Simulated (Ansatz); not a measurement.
Runs of Ansatz 0.2.0 on Pd. The structure is hexagonal, space group P6_3/mmc (No. 194). The conventional cell has a = 2.784 Å, b = 2.784 Å, c = 4.629 Å, α = 90.00°, β = 90.00°, γ = 120.00°. Around Pd (site symmetry -6m2) lie 12 Pd at 2.78 to 2.82 Å. This isn't the form of Pd at room conditions, which is fcc.

```tsv
task	level	spin	cell	k mesh	atoms under strain	points for each segment of the path	gap on the mesh (eV)	pressure (GPa)
elastic constants	LDA	off	as given	8 × 8 × 5	clamped	-	none	(a)
band structure	PBEsol	off	as given	11 × 11 × 6	-	14	none	-10.3
band structure	LDA	SOC, no magnetisation	as given	8 × 8 × 5	-	14	none	-15.5
relaxation of cell and atoms	LDA	off	relaxed	11 × 11 × 6	-	-	none	0.0
phonons	PBE	off	as given	8 × 8 × 5	-	-	none	-
```

Alike in all rows: potentials or basis Ansatz PAW; cutoff (eV) 420; smearing fermi-dirac 0.05 eV.

Q: Estimate the missing entries.

A: (a) -15.6.

Caveats: the PAW data sets come from PBE, with cores solved anew for the run's functional, which leaves a small shift of forces and pressure (some runs); so large a pressure means that the cell lies far from this level's equilibrium, or that cutoff or potentials fall short (some runs); the cell is more than 3 GPa from zero pressure, which shifts response properties (some runs); elastic constants of metals need much finer meshes, so these are rough (some runs); the plane-wave basis is chosen anew once the cell has moved, so the energies of steps on either side of that aren't comparable (some runs).

A k mesh can miss the band edges, and rows without SOC leave out spin-orbit coupling on Pd.

A gap of «none» marks a metal or a gap under the smearing width.
